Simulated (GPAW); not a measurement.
A run of GPAW 26.7.0:

run.py

```python
from ase.dft.bandgap import bandgap
from ase.io import read, write
from ase.units import GPa
from gpaw import GPAW, PW

atoms = read('POSCAR')

calc = GPAW(mode=PW(1600),
            xc='LDA',
            kpts={'size': (9, 9, 9), 'gamma': True},
            occupations={'name': 'fermi-dirac', 'width': 0.05},
            setups='hgh',
            nbands=-9,
            convergence={'density': 1e-05, 'energy': 1e-05},
            maxiter=150,
            txt='gpaw.txt')
atoms.calc = calc
energy = atoms.get_potential_energy()
forces = atoms.get_forces()
stress = atoms.get_stress()
calc.write('gs.gpw')
write('result.traj', atoms)
print(f'Energy: {energy:.6f} eV')
print('Forces (eV/A):')
print(forces.round(4))
print('Stress (GPa):', (stress / GPa).round(3))
print('Fermi level:', round(calc.get_fermi_level(), 4), 'eV')
print(f'Gap: {bandgap(calc)[0]:.4f} eV, direct: {bandgap(calc, direct=True)[0]:.4f} eV')

path = atoms.cell.bandpath('GXWKGLUWLK,UX', npoints=60, eps=1e-4)
bs_calc = calc.fixed_density(kpts=path, symmetry='off', nbands=-16,
                             convergence={'bands': 'CBM+6.0', 'eigenstates': 1e-6}, txt='bands.txt')
bs = bs_calc.band_structure()
bs.write('bs.json')
print(f'Gap on the path: {bandgap(bs_calc)[0]:.4f} eV')
```

The input POSCAR:

```
Pd
1.0
    0.0000000000      1.9465000000      1.9465000000
    1.9465000000      0.0000000000      1.9465000000
    1.9465000000      1.9465000000      0.0000000000
Pd
1
Direct
    0.0000000000      0.0000000000      0.0000000000
```

Potentials or basis: HGH pseudopotentials, pw.

Command:

```sh
$ OMP_NUM_THREADS=1 python run.py
```

Hardware: 1 thread of Arm Neoverse V1, with other jobs on the host.

**Question.** Estimate the wall time of this run.

**Answer.** Run time: 43 s on 1 thread of Arm Neoverse V1, with other jobs on the host, peak memory 0.26 GiB. Counts: scf iterations 13, plane waves 2165, bands 14, k points 35.
